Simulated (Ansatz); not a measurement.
**BaTiO₃: stiffness from a series of strains**

```
CELL_PARAMETERS angstrom
3.98410 0.00000 0.00000
0.00000 2.83705 2.84580
0.00000 -2.83705 2.84580
ATOMIC_POSITIONS crystal
Ba 0.00000 0.00000 0.00000
Ti 0.50000 0.50790 0.50790
O 0.00000 0.49210 0.49210
O 0.50000 0.50251 0.99371
O 0.50000 0.99371 0.50251
```

Atoms are numbered in the order listed.

The cell comes from COD entry 9016084, which wasn't checked; take it as a given geometry.

Spin–orbit coupling is left out, though it moves levels of the heavy atoms by tenths of an eV or more.

The calculation used DFT, PBEsol, all-electron LAPW, scalar-relativistic in Ansatz 0.2.0.

Sampling and basis: a Γ-centred 8×8×8 k mesh, Fermi–Dirac smearing of 0.05 eV, basis error target 1 meV/atom, no spin polarisation.

The strain is applied along the Cartesian axes of the cell as listed (the other components stay zero). Fractional coordinates are held (clamped ions).

σ is the change of stress from the unstrained cell, which is at -4.32 GPa; tension is positive, so slopes are stress–strain coefficients at that pressure.

Only quantities that a quadratic follows smoothly over the whole series are listed; rougher ones are left out.

```
    εzz  σzz (GPa)  σxx (GPa)
-0.0300     -10.07      -3.23
-0.0200      -6.49      -2.10
 0.0000       0.00       0.00
 0.0100       2.94       0.97
 0.0200       5.69       1.90
 0.0300       8.27       2.77
```

Fit the series and read off the stiffness at zero strain.

Least-squares fits y = p0 + p1 x + p2 x² to the rows give σzz (GPa): p1 = 305, p2 = -990; σxx (GPa): p1 = 100, p2 = -250. So C33 = 305 GPa and C13 = 100 GPa, for these axes.

One run, at εzz = -0.0100, is withheld. Predict its row.

The fits give -3.16, -1.03; the run gave -3.14, -1.02.
